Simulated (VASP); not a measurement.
# SnS2 (Berndtite-2T) (P-3m1) in VASP: a series of runs

The runs below take SnS2 (Berndtite-2T) through relaxation of cell and atoms, with PBEsol, PBE+D3(BJ).

Program: VASP 6.6.1. These are calculated values, not measurements. Logs are shortened: lines on timing, memory, paths and dates and some standing lists are left out, and cuts for length are marked.

## Step 1: The structure

Symmetry: P-3m1, No. 164, trigonal system. The conventional cell has a = 3.651 Å, b = 3.651 Å, c = 6.060 Å, α = 90.00°, β = 90.00°, γ = 120.00°. Sn (site symmetry -3m) has 6 S at 2.57 Å as nearest neighbours. S (site symmetry 3m) is surrounded by 3 Sn at 2.57 Å.

## Step 2: Relaxation of cell and atoms, PBEsol

INCAR

```
PREC = Accurate
ENCUT = 600
EDIFF = 1E-7
ISMEAR = 0
SIGMA = 0.03
LREAL = False
LASPH = True
NELM = 80
ALGO = Normal
ISIF = 3
LWAVE = False
LCHARG = False
GGA = PS
IBRION = 2
NSW = 90
EDIFFG = -0.005
```

KPOINTS

```
regular mesh
0
Gamma
  9 9 5
```

POSCAR

```
SnS2                                    
1.0
    3.6507473183     -0.0000000000     -0.0000000000
   -1.8253736591      3.1616399205     -0.0000000000
    0.0000000000      0.0000000000      6.0595563392
  Sn              S             
     1     2
Direct
     0.0000000000000000    0.0000000000000000    0.0000000000000000
     0.3333333332999970    0.6666666667000030    0.2431964727168780
     0.6666666667000030    0.3333333332999970    0.7568035272831219
```

Potentials or basis: VASP PAW PBE potentials, release 64 (Sn_d, S).

Command:

```console
> cat potpaw_PBE.64/Sn_d/POTCAR potpaw_PBE.64/S/POTCAR > POTCAR
> mpirun -np 1 vasp_std > vasp.out
```

OUTCAR:

```text
PREC = Accurate
   ENCUT = 600
   EDIFF = 1E-7
   ISMEAR = 0
   LREAL = False
   LASPH = True
   NELM = 80
   ISIF = 3
   GGA = PS
   IBRION = 2
   NSW = 90
   EDIFFG = -0.005

 ion  position               nearest neighbor table
   1  0.000  0.000  0.000-   2 2.57   3 2.57   3 2.57   2 2.57   3 2.57   2 2.57
   2  0.333  0.667  0.243-   1 2.57   1 2.57   1 2.57
   3  0.667  0.333  0.757-   1 2.57   1 2.57   1 2.57

  LATTYP: Found a hexagonal cell.
 ALAT       =     3.6507473183
 C/A-ratio  =     1.6598125838

  Lattice vectors:

 A1 = (   3.6507473183,   0.0000000000,   0.0000000000)
 A2 = (  -1.8253736591,   3.1616399205,   0.0000000000)
 A3 = (   0.0000000000,   0.0000000000,   6.0595563392)

Analysis of symmetry for initial positions (statically):
=====================================================================
 Subroutine PRICEL returns:
 Original cell was already a primitive cell.

 Routine SETGRP: Setting up the symmetry group for a
 hexagonal supercell.

 Subroutine GETGRP returns: Found 12 space group operations
 (whereof 12 operations were pure point group operations)
 out of a pool of 24 trial point group operations.

The static configuration has the point symmetry D_3d.

Analysis of symmetry for dynamics (positions and initial velocities):
=====================================================================
 Subroutine PRICEL returns:
 Original cell was already a primitive cell.

 Routine SETGRP: Setting up the symmetry group for a
 hexagonal supercell.

 Subroutine GETGRP returns: Found 12 space group operations
 (whereof 12 operations were pure point group operations)
 out of a pool of 24 trial point group operations.

The dynamic configuration has the point symmetry D_3d.

 Subroutine INISYM returns: Found 12 space group operations
 (whereof 12 operations are pure point group operations),
 and found     1 'primitive' translations

----------------------------------------------------------------------------------------

                                     Primitive cell

  volume of cell :      69.9415

  direct lattice vectors                    reciprocal lattice vectors
     3.650747318  0.000000000  0.000000000     0.273916520  0.158145776  0.000000000
    -1.825373659  3.161639920  0.000000000     0.000000000  0.316291553  0.000000000
[... 88 lines left out ...]
   LREAL  =      F    real-space projection
   EDIFFG = -.5E-02   stopping-criterion for IOM
   NSW    =     90    number of steps for IOM
   IBRION =      2    ionic relax: 0-MD 1-quasi-New 2-CG
   NFREE  =      1    steps in history (QN), initial steepest desc. (CG)
   ISIF   =      3    stress and relaxation
   ISYM   =      2    0-nonsym 1-usesym 2-fastsym
   POTIM  = 0.5000    time-step for ionic-motion
   TEBEG  =    0.0;   TEEND  =   0.0 temperature during run
   PSTRESS=    0.0 pullay stress
   NELECT =      26.0000    total number of electrons
   NUPDOWN=      -1.0000    fix difference up-down
   EMIN   =  10.00;   EMAX   =-10.00  energy-range for DOS
   EFERMI =   0.00;   METHOD = LEGACY
   ISMEAR =     0;   SIGMA  =   0.03  broadening in eV -4-tet -1-fermi 0-gaus
   EFERMI_NEDOS =   21; number of points for ismear=-14 and -15
   IALGO  =     38    algorithm
   IMIX   =      4    mixing-type and parameters
     AMIX     =   0.40;   BMIX     =  1.00
     AMIX_MAG =   1.60;   BMIX_MAG =  1.00
  volume/ion in A,a.u.               =      23.31       157.33
  Fermi-wavevector in a.u.,A,eV,Ry     =   1.177121  2.224435 18.852407  1.385613
  Thomas-Fermi vector in A             =   2.313473
   LORBIT       =      0    0 simple, 1 ext, 2 COOP (PROOUT), +10 PAW based schemes
   GGA     = PS    functional components
   LHFCALC =     F    Hartree Fock is set to
   AEXX    =    0.0000 exact exchange contribution
   IVDW    =     0    specifies the selected vdW correction
   LEPSILON=     F    determine dielectric tensor
   LRPA    =     F    only Hartree local field effects (RPA)
 conjugate gradient relaxation of ions
 non-spin polarized calculation
 Gauss-broadening in eV      SIGMA  =   0.03
  energy-cutoff  :      600.00
  volume of cell :       69.94
 maximum number of plane-waves:      2370
 NGX is ok and might be reduce to    30
   NGX = 15   NGY = 15   NGZ = 25

 number of electron      25.9999998 magnetization

 Free energy of the ion-electron system (eV)
  ---------------------------------------------------
  ext. energy  EPLUGINS =         0.00000000
  ---------------------------------------------------
  free energy    TOTEN  =       -14.27260895 eV

  energy without entropy =      -14.27260895  energy(sigma->0) =      -14.27260895

 E-fermi :   4.3850     XC(G=0):  -9.6343

 val. band max:        4.1738540058   @ k =   0.1111   0.1111   0.0000
 cond. band min:       5.6341643424   @ k =   0.0000   0.4444   0.4000
 fundamental gap:      1.4603103366
 Fermi energy:         4.3850316413

 k-point     1 :       0.0000    0.0000    0.0000
  band No.  band energies     occupation
      1     -16.5550      2.00000
      2     -16.5550      2.00000
      3     -16.5118      2.00000
      4     -16.4836      2.00000
      5     -16.4836      2.00000
      6      -9.4832      2.00000
[... 457 lines left out ...]
      4     -16.4845      2.00000
      5     -16.4639      2.00000
      6      -8.5202      2.00000
[... 9 lines left out ...]
     16      10.1038      0.00000
     17      11.1598      0.00000

 [... further k-points ...]

------------------------ aborting loop because EDIFF is reached ----------------------------------------

  FORCE on cell =-STRESS in cart. coord.  units (eV):
  Direction    XX          YY          ZZ          XY          YZ          ZX
  --------------------------------------------------------------------------------------
  -------------------------------------------------------------------------------------
  Total       -0.0021134     -0.0021134      0.0127473     -0.0000000      0.0000000      0.0000000
  in kB       -0.0484117     -0.0484117      0.2920067     -0.0000000      0.0000000      0.0000000
  external PRESSURE =       0.0650611 kB  Pullay stress =       0.0000000 kB

 VOLUME and BASIS-vectors are now :
 -----------------------------------------------------------------------------
  energy-cutoff  :      600.00
  volume of cell :       69.94
      direct lattice vectors                 reciprocal lattice vectors
     3.650747318  0.000000000  0.000000000     0.273916520  0.158145776  0.000000000
    -1.825373659  3.161639920  0.000000000     0.000000000  0.316291553  0.000000000
     0.000000000  0.000000000  6.059556339     0.000000000  0.000000000  0.165028584

 POSITION                                       TOTAL-FORCE (eV/Angst)
 -----------------------------------------------------------------------------------
      0.00000      0.00000      0.00000        -0.000000      0.000000      0.000000
     -0.00000      2.10776      1.47366        -0.000000      0.000000      0.003072
      1.82537      1.05388      4.58589         0.000000     -0.000000     -0.003072
 -----------------------------------------------------------------------------------
    total drift:                                0.000000     -0.000000      0.000000

  FREE ENERGIE OF THE ION-ELECTRON SYSTEM (eV)
  ---------------------------------------------------
  free  energy   TOTEN  =       -14.2726089490 eV

  energy  without entropy=      -14.2726089490  energy(sigma->0) =      -14.27260895

 reached required accuracy - stopping structural energy minimisation
```

OSZICAR:

```text
N       E                     dE             d eps       ncg     rms          rms(c)
DAV:   1     0.210120128600E+03    0.21012E+03   -0.13695E+04  1719   0.197E+03
DAV:   2     0.906127120398E+01   -0.20106E+03   -0.19725E+03  1845   0.437E+02
DAV:   3    -0.139370818612E+02   -0.22998E+02   -0.22204E+02  2209   0.130E+02
DAV:   4    -0.147112070756E+02   -0.77413E+00   -0.77321E+00  2141   0.247E+01
DAV:   5    -0.147313700349E+02   -0.20163E-01   -0.20161E-01  2729   0.402E+00    0.849E+00
DAV:   6    -0.143095534775E+02    0.42182E+00   -0.98692E-01  2582   0.122E+01    0.592E+00
DAV:   7    -0.142755103930E+02    0.34043E-01   -0.27125E-01  2277   0.408E+00    0.153E+00
DAV:   8    -0.142725801072E+02    0.29303E-02   -0.27996E-02  2260   0.182E+00    0.610E-01
DAV:   9    -0.142725834350E+02   -0.33278E-05   -0.20003E-03  2223   0.375E-01    0.130E-01
DAV:  10    -0.142725822806E+02    0.11545E-05   -0.25310E-04  2445   0.124E-01    0.758E-02
DAV:  11    -0.142726065347E+02   -0.24254E-04   -0.45799E-05  2056   0.437E-02    0.128E-02
DAV:  12    -0.142726077862E+02   -0.12515E-05   -0.20777E-06  2407   0.115E-02    0.120E-02
DAV:  13    -0.142726089405E+02   -0.11544E-05   -0.21279E-06  1990   0.103E-02    0.204E-03
DAV:  14    -0.142726089490E+02   -0.84651E-08   -0.10139E-07  1951   0.219E-03
   1 F= -.14272609E+02 E0= -.14272609E+02  d E =-.142726E+02
```

CONTCAR:

```text
SnS2
   1.00000000000000
     3.6507473183000001    0.0000000000000000    0.0000000000000000
    -1.8253736591000000    3.1616399204999999    0.0000000000000000
     0.0000000000000000    0.0000000000000000    6.0595563392000003
  Sn              S
     1     2
Direct
     0.0000000000000000    0.0000000000000000    0.0000000000000000
     0.3333333332999970    0.6666666667000030    0.2431964727168747
     0.6666666667000030    0.3333333332999970    0.7568035272831253

  0.00000000E+00  0.00000000E+00  0.00000000E+00
  0.00000000E+00  0.00000000E+00  0.00000000E+00
  0.00000000E+00  0.00000000E+00  0.00000000E+00
```

Run time: 64 s. Hardware: 1 thread of Intel Xeon Platinum 8488C (Sapphire Rapids), shared host; peak memory 0.23 GiB.

What came out:

* Free energy: -14.2726 eV
* Pressure after relaxing: 0.0 GPa
* Largest force after relaxing: 0.003 eV/Å
* Band gap on the k mesh: 1.46 eV, indirect (least direct gap 1.82 eV)

Forces on the atoms (eV/Å):
```
Sn   0.000  0.000  0.000
S    0.000  0.000  0.003
S    0.000  0.000 -0.003
```

Final structure:
```xyz
3
Lattice="3.6507 0.0000 0.0000 -1.8254 3.1616 0.0000 0.0000 0.0000 6.0596" Properties=species:S:1:pos:R:3 pbc="T T T"
Sn    0.0000    0.0000    0.0000
S     0.0000    2.1078    1.4737
S     1.8254    1.0539    4.5859
```

Caveat: the relaxation stopped at its first step, so nothing moved; the PAW data sets were made with another functional, which shifts forces and pressure a little; spin-orbit coupling is left out, which moves the levels of the heavy elements; an odd mesh through Γ misses points on the zone boundary, where band edges often lie; this functional lacks dispersion, which binds the layers, so the pressure and a relaxed spacing across them are unreliable.

## Step 3: Relaxation of cell and atoms, PBE+D3(BJ), target pressure 9.78 GPa, at which the enthalpy is minimised

This run uses another cell than the first one, of 22.43 Å³/atom, 0.962 times its volume.

INCAR

```
SYSTEM = SnS2
PREC     = Accurate       ! precision mode
ENCUT    = 600            ! plane-wave cutoff, eV
EDIFF    = 1E-6           ! SCF threshold, eV
ISMEAR   = 0              ! smearing method
SIGMA    = 0.03           ! smearing width, eV
LREAL    = .FALSE.        ! projectors in reciprocal space
LASPH    = .TRUE.         ! aspherical terms in the spheres
NELM     = 80             ! most SCF steps
ALGO     = Normal         ! electronic algorithm
ISIF     = 3              ! what is computed and relaxed
LWAVE    = .FALSE.        ! write WAVECAR
LCHARG   = .FALSE.        ! write CHGCAR
GGA      = PE             ! functional
IVDW     = 12             ! dispersion correction
IBRION   = 2              ! ionic algorithm
NSW      = 90             ! ionic steps
EDIFFG   = -0.01          ! ionic threshold
PSTRESS  = 97.8
```

KPOINTS

```
Automatic mesh
0
G
  9 9 5
  0 0 0
```

POSCAR

```
SnS2
1.0
    3.6390000000      0.0000000000      0.0000000000
   -1.8195000000      3.1514664444      0.0000000000
    0.0000000000      0.0000000000      5.8680000000
Sn S
1 2
Direct
    0.0000000000      0.0000000000      0.0000000000
    0.3333333333      0.6666666667      0.2500000000
    0.6666666667      0.3333333333      0.7500000000
```

Potentials or basis: VASP PAW PBE potentials, release 64 (Sn_d, S).

Command:

```console
> cat potpaw_PBE.64/Sn_d/POTCAR potpaw_PBE.64/S/POTCAR > POTCAR
> mpirun -np 1 vasp_std > vasp.out
```

OUTCAR:

```text
SYSTEM = SnS2
   PREC = Accurate
   ENCUT = 600
   EDIFF = 1E-6
   ISMEAR = 0
   LREAL = .FALSE.
   LASPH = .TRUE.
   NELM = 80
   ISIF = 3
   GGA = PE
   IVDW = 12
   IBRION = 2
   NSW = 90
   EDIFFG = -0.01
   PSTRESS = 97.8
 IVDW          = 12

 ion  position               nearest neighbor table
   1  0.000  0.000  0.000-   2 2.56   3 2.56   3 2.56   2 2.56   3 2.56   2 2.56
   2  0.333  0.667  0.250-   1 2.56   1 2.56   1 2.56
   3  0.667  0.333  0.750-   1 2.56   1 2.56   1 2.56

  LATTYP: Found a hexagonal cell.
 ALAT       =     3.6390000000
 C/A-ratio  =     1.6125309151

  Lattice vectors:

 A1 = (   3.6390000000,   0.0000000000,   0.0000000000)
 A2 = (  -1.8195000000,   3.1514664444,   0.0000000000)
 A3 = (   0.0000000000,   0.0000000000,   5.8680000000)

Analysis of symmetry for initial positions (statically):
=====================================================================
 Subroutine PRICEL returns:
 Original cell was already a primitive cell.

 Routine SETGRP: Setting up the symmetry group for a
 hexagonal supercell.

 Subroutine GETGRP returns: Found 12 space group operations
 (whereof 12 operations were pure point group operations)
 out of a pool of 24 trial point group operations.

The static configuration has the point symmetry D_3d.

[... 157 lines left out ...]

 Free energy of the ion-electron system (eV)
  ---------------------------------------------------
  ext. energy  EPLUGINS =         0.00000000
  ---------------------------------------------------
  free energy    TOTEN  =       -13.13939870 eV

  energy without entropy =      -13.13939870  energy(sigma->0) =      -13.13939870

 E-fermi :   4.9330     XC(G=0):  -9.6608

 val. band max:        4.7946884448   @ k =   0.0000   0.0000   0.0000
 cond. band min:       6.2497989582   @ k =   0.0000   0.4444   0.4000
 fundamental gap:      1.4551105134
 Fermi energy:         4.9330369435

 k-point     1 :       0.0000    0.0000    0.0000
  band No.  band energies     occupation
      1     -16.1447      2.00000
      2     -16.1447      2.00000
      3     -16.1002      2.00000
      4     -16.0718      2.00000
      5     -16.0718      2.00000
      6      -9.0629      2.00000
[... 595 lines left out ...]
  energy  without entropy=      -13.9495595638  energy(sigma->0) =      -13.94955956

  enthalpy is  TOTEN    =       -10.1702183052 eV   P V=        3.7793412586

[... ionic steps 4 to 15 ...]

--------------------------------------- Ionic step       16  -------------------------------------------

 number of electron      26.0000008 magnetization

------------------------ aborting loop because EDIFF is reached ----------------------------------------
[... 81 lines left out ...]
--------------------------------------- Ionic step       18  -------------------------------------------

 number of electron      26.0000008 magnetization

 Free energy of the ion-electron system (eV)
  ---------------------------------------------------
  ext. energy  EPLUGINS =         0.00000000
  ---------------------------------------------------
  free energy    TOTEN  =       -12.70057174 eV

  energy without entropy =      -12.70057174  energy(sigma->0) =      -12.70057174

 E-fermi :   7.8244     XC(G=0): -10.6114

 val. band max:        7.6690578931   @ k =   0.1111   0.0000   0.0000
 cond. band min:       8.2015024115   @ k =   0.3333   0.3333   0.0000
 fundamental gap:      0.5324445184
 Fermi energy:         7.8243881820

 k-point     1 :       0.0000    0.0000    0.0000
  band No.  band energies     occupation
      1     -14.0519      2.00000
      2     -14.0519      2.00000
      3     -13.9994      2.00000
      4     -13.9629      2.00000
      5     -13.9629      2.00000
      6      -7.6568      2.00000
[... 509 lines left out ...]
  energy  without entropy=      -13.8864034247  energy(sigma->0) =      -13.88640342

  enthalpy is  TOTEN    =       -10.4053881794 eV   P V=        3.4810152452

 reached required accuracy - stopping structural energy minimisation
```

Run time: 6.8 min. Hardware: 1 thread of Intel Xeon 6975P-C (Granite Rapids), shared host; peak memory 0.26 GiB.

Results:

| Property | Result |
| --- | --- |
| Free energy | -13.8864 eV |
| Relaxed volume | 19.01 Å³/atom |
| Relaxed cell | a = 3.570 Å, b = 3.570 Å, c = 5.167 Å, α = 90.00°, β = 90.00°, γ = 120.00° |
| Space group after relaxing (to 0.05 Å) | P-3m1 (No. 164) |
| Energy change on relaxing (the enthalpy is what falls) | +80.9 meV/atom |
| Ionic steps | 18 |
| Pressure after relaxing | 9.8 GPa |
| Band gap on the k mesh | 0.53 eV, indirect (least direct gap 1.59 eV) |
| Dispersion energy per atom | -0.395 eV |

Forces in eV/Å, atoms in the order of the input:
```
Sn   0.000  0.000  0.000
S    0.000  0.000  0.002
S    0.000  0.000 -0.002
```

The path:
| step | energy change (eV) | largest force (eV/Å) | pressure (GPa) | volume (Å³) |
| --- | --- | --- | --- | --- |
| 1 | 0.0000 | 0.2533 | 1.72 | 67.30 |
| 2 | 0.6480 | 2.2399 | 21.97 | 56.89 |
| 3 | 0.1797 | 1.1284 | 10.07 | 61.91 |
| 4 | 0.1783 | 0.7507 | 10.01 | 60.33 |
| 5 | 0.3986 | 0.4304 | 11.75 | 55.74 |
| 6 | 0.2754 | 0.0392 | 10.84 | 57.40 |
| 7 | 0.1924 | 0.1309 | 8.22 | 58.07 |
| 8 | 0.1811 | 0.1701 | 7.68 | 58.22 |
| 9 | 0.3289 | 0.3449 | 12.84 | 55.89 |
| 10 | 0.2336 | 0.0583 | 9.80 | 57.18 |
| 11 | 0.2351 | 0.0634 | 9.89 | 57.16 |
| 12 | 0.2372 | 0.0324 | 9.80 | 57.12 |
| 13 | 0.2384 | 0.0167 | 9.74 | 57.10 |
| 14 | 0.2385 | 0.0155 | 9.73 | 57.10 |
| 15 | 0.2388 | 0.0122 | 9.72 | 57.09 |
| 16 | 0.2387 | 0.0139 | 9.74 | 57.10 |
| 17 | 0.2386 | 0.0141 | 9.73 | 57.10 |
| 18 | 0.2428 | 0.0021 | 9.83 | 57.03 |

Final structure:
```cif
data_structure
_symmetry_space_group_name_H-M 'P 1'
_symmetry_Int_Tables_number 1
_cell_length_a 3.5698
_cell_length_b 3.5698
_cell_length_c 5.1672
_cell_angle_alpha 90.000
_cell_angle_beta 90.000
_cell_angle_gamma 120.000
_cell_volume 57.03
loop_
_atom_site_label
_atom_site_type_symbol
_atom_site_fract_x
_atom_site_fract_y
_atom_site_fract_z
_atom_site_occupancy
Sn1 Sn 0.00000 0.00000 0.00000 1
S1 S 0.33333 0.66667 0.28413 1
S2 S 0.66667 0.33333 0.71587 1
```

Levels at points of the mesh, in eV from the valence-band top:
| k point | band 11 | band 12 | band 13 | band 14 | band 15 | band 16 |
| --- | --- | --- | --- | --- | --- | --- |
| (0.00, 0.00, 0.00) | -1.38 | -1.38 | -0.04 | 1.54 | 2.90 | 5.06 |

Caveat: the cell is relaxed towards a set pressure, so the enthalpy falls and the energy may rise; the volume moved by over 15 % at a fixed basis, so the end points are rough; spin-orbit coupling is left out, which moves the levels of the heavy elements; an odd mesh through Γ misses points on the zone boundary, where band edges often lie.
